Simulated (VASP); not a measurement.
Input of a VASP 6.6.1 run:

INCAR

```
PREC = Accurate
ENCUT = 500
EDIFF = 1E-6
ISMEAR = 0
SIGMA = 0.02
LREAL = F
LASPH = T
NELM = 80
ALGO = Normal
ISIF = 2
LWAVE = F
LCHARG = T
GGA = PE
LELF = T
LVHAR = T
NBANDS = 14
```

File KPOINTS:

```
Automatic mesh
0
Gamma
  8 8 8
```

File POSCAR:

```
Sb
1.0
   -1.5765401831      1.5765401831      2.7119384313
    1.5765401831     -1.5765401831      2.7119384313
    1.5765401831      1.5765401831     -2.7119384313
Sb
1
Direct
    0.0000000000      0.0000000000      0.0000000000
```

Potentials or basis: VASP PAW PBE potentials, release 64 (Sb_d_GW).

Launch:

```sh
$ cat potpaw_PBE.64/Sb_d_GW/POTCAR > POTCAR
$ mpirun -np 1 vasp_std > vasp.out
```

Q: Estimate the band gap on the k mesh.

A: None (metal or under the smearing width).

Q: What does it give for the pressure?

A: 1.5 GPa.

Stress tensor (GPa, compression positive):
```
1.38 0.00 0.00
0.00 1.38 0.00
0.00 0.00 1.87
```

Spin-orbit coupling is left out, which matters for the levels of Sb.
